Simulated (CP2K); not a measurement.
**TiO2 in CP2K: the effect of functional**

Crystal: TiO2.

```
Ti O
1.0
     5.29100    0.00000    0.00000
    -2.64550    4.58214    0.00000
     0.00000    0.00000    6.13300
Ti O
3 6
Direct
  0.45366 0.99731 0.33395
  0.00066 0.45031 0.66729
  0.54766 0.54431 0.00062
  0.40275 0.32449 0.21003
  0.69766 0.10231 0.54895
  0.89566 0.58931 0.88229
  0.30366 0.40531 0.78562
  0.10566 0.69431 0.45229
  0.59266 0.89231 0.11895
```

The cell comes from a database or a generator and needn't be the stable form of this composition.

The cell isn't the ideal one: atom 4 moved 0.15 Å.

Alike in all runs:

- Program: CP2K 2026.2
- Task: atomic charges
- Potentials or basis: POTENTIAL_UZH Ti GTH-PBE-q12, O GTH-PBE-q6; DZVP-MOLOPT-PBE-GTH basis
- Density cutoff: 11565 eV
- k mesh: 5 × 5 × 4
- Occupations: fermi-dirac, width 0.05 eV
- Spin: no spin polarisation

| functional | gap on the mesh (eV) | pressure (GPa) |
| --- | --- | --- |
| PBE | 3.69 | 8.4 |
| LDA | 3.66 | 3.3 |
| PBEsol | 3.69 | 5.6 |
| PW91 | 3.69 | 8.1 |
| rev-vdW-DF2 | 3.69 | 7.3 |
| vdW-DF2 | 3.64 | 12.4 |
| TPSS | ? | ? |

Q: What does the run with functional TPSS give?

A: gap on the mesh 3.88 eV; pressure 8.6 GPa.

Caveats: an odd mesh through Γ misses points on the zone boundary, where band edges often lie; the basis of atomic orbitals isn't converged, which shifts pressures, moduli and gaps; the potentials were made for another functional, which shifts forces and pressure (some runs); forces of over 1 eV/Å show positions far from the minimum, so gaps and moduli don't describe the material at rest (some runs).
